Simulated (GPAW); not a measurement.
The system is TiO2.

```
CELL_PARAMETERS angstrom
4.59984 0.00000 0.00000
0.00000 4.59984 0.00000
0.00000 0.00000 2.95921
ATOMIC_POSITIONS crystal
Ti 0.00000 0.00000 0.50000
Ti 0.50000 0.50000 0.00000
O 0.30432 0.30432 0.50000
O 0.19568 0.80432 0.00000
O 0.80432 0.19568 0.00000
O 0.69568 0.69568 0.50000
```

The cell is a database's computed one.

Program: GPAW 26.7.0. Alike in all runs: no spin polarisation; cell as given. Hardware: 1 thread of Intel(R) Xeon(R) 6975P-C (Granite Rapids) (shared host).

Q: Order these runs on this cell by their wall time, lowest first.
A. task single point; level PBE; potentials or basis GPAW PAW data sets (gpaw-data 1.2.1), pw; k mesh 5 × 5 × 7; cutoff (eV) 600; smearing fermi-dirac 0.05 eV; maxiter 120; convergence default
B. task dielectric tensor; level PBE; potentials or basis GPAW PAW data sets (gpaw-data 1.2.1), pw; k mesh 5 × 5 × 7; cutoff (eV) 600; smearing fermi-dirac 0.001 eV; maxiter 150; response ecut 80 eV; response k mesh 8 × 8 × 12; response bands 72
C. task band structure; level BLYP; potentials or basis PAW data sets generated in the run's folder for this functional, pw; k mesh 6 × 6 × 9; cutoff (eV) 800; smearing fermi-dirac 0.05 eV; maxiter 150

A: A (38 s), C (140 s), B (660 s).

Caveats: the long-wavelength limit can be off by several per cent where d states take part (some runs).
